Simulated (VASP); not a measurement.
From VASP inputs to Ansatz: LiH (strained zincblende)

INCAR

```
LREAL = .FALSE.
GGA = PE
LCHARG = .FALSE.
LASPH = .TRUE.
EDIFF = 1E-7
IBRION = -1
ISMEAR = -1
ENCUT = 520
LWAVE = .FALSE.
NELM = 120
SIGMA = 0.02
NSW = 0
NBANDS = 9
ISIF = 2
PREC = Accurate
```

KPOINTS

```
KPOINTS created by Atomic Simulation Environment
0
Gamma
10 10 10
0 0 0
```

KPOINTS_OPT

```
special points
7
Reciprocal
0.0000000000 0.0000000000 0.0000000000 1
-0.5000000000 -0.5000000000 0.0000000000 1
-0.3750000000 -0.3750000000 0.2500000000 1
-0.3750000000 0.0000000000 0.3750000000 1
0.0000000000 0.0000000000 0.5000000000 1
-0.5000000000 -0.2500000000 0.2500000000 1
-0.1500000000 -0.0750000000 0.4250000000 1
```

POSCAR

```
Li H
 1.0000000000000000
     0.0000000000000000    2.1451220099000001    2.1208821312000001
     2.1451220099000001    0.0000000000000000    2.1208821312000001
     2.1451220099000001    2.1451220099000001    0.0000000000000000
 Li  H
   1   1
Cartesian
  0.0000000000000000  0.0000000000000000  0.0000000000000000
  1.0725610049500001  1.0725610049500001  1.0604410656000001
```

VASP ran with the recommended PBE PAW datasets (4 valence electrons in the cell).

Question: Write an Ansatz input for this cell and level of theory.

Answer: 

```yaml
crystal:
  lattice:
    - [0.0, 2.1451220099, 2.1208821312]
    - [2.1451220099, 0.0, 2.1208821312]
    - [2.1451220099, 2.1451220099, 0.0]
  atoms:
    - { symbol: Li, position: [0.0, 0.0, 0.0] }
    - { symbol: H, position: [0.25, 0.25, 0.25] }
kpoints:
  mp_grid: { grid: [10, 10, 10] }
  band_path:
    path:
      - [0.0, 0.0, 0.0]
      - [-0.5, -0.5, 0.0]
      - [-0.375, -0.375, 0.25]
      - [-0.375, 0.0, 0.375]
      - [0.0, 0.0, 0.5]
      - [-0.5, -0.25, 0.25]
      - [-0.15, -0.075, 0.425]
    npoints: 1
hamiltonian:
  xc: pbe
scf:
  occupations: { method: fermi_dirac, width: 0.02 }
  n_extra_bands: 4
output:
  forces: true
  stress: true
  eigenvalues: true
```

Other inputs would serve too.

```csv
,VASP,Ansatz
gap between bands v and c,4.21 eV,4.20 eV
least direct gap,5.29 eV,5.29 eV
pressure,0.1 GPa,0.3 GPa
```

The two codes use different PAW datasets and cutoffs. VASP's cell holds 4 valence electrons and Ansatz's 4. Ansatz's stress includes a Pulay correction; VASP's doesn't.
